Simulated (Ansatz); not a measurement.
# Structural energy differences of lanthanum

Theory: DFT, r2SCAN, plane waves (500 eV) with PAW, scalar-relativistic in Ansatz. (PAW data from PBE, frozen cores regenerated.)

Each structure is relaxed within its own symmetry, so a high-lying one may be dynamically unstable.

```
        structure  ΔE (meV/atom)  V (Å³/atom)                                     cell                       magnetic state
             dhcp              0        37.46  a = 3.787 Å, c = 12.062 Å (c/a = 3.185)                    spin not included
              fcc             10        37.42                              a = 5.309 Å                    spin not included
omega (AlB2-type)             13        37.23   a = 5.986 Å, c = 3.600 Å (c/a = 0.601)                         non-magnetic
              hcp             25        39.08   a = 3.806 Å, c = 6.230 Å (c/a = 1.637)  ferromagnetic, net 0.51 μB per atom
              bcc            102        38.31                              a = 4.247 Å  ferromagnetic, net 0.54 μB per atom
              A15            134        36.86                              a = 6.656 Å                    spin not included
     simple cubic            444        37.67                              a = 3.352 Å  ferromagnetic, net 0.66 μB per atom
          diamond            892        36.85                              a = 6.655 Å                         non-magnetic
```

ΔE counts from dhcp.

Differences under about 8 meV lie within the error of the k-point mesh.
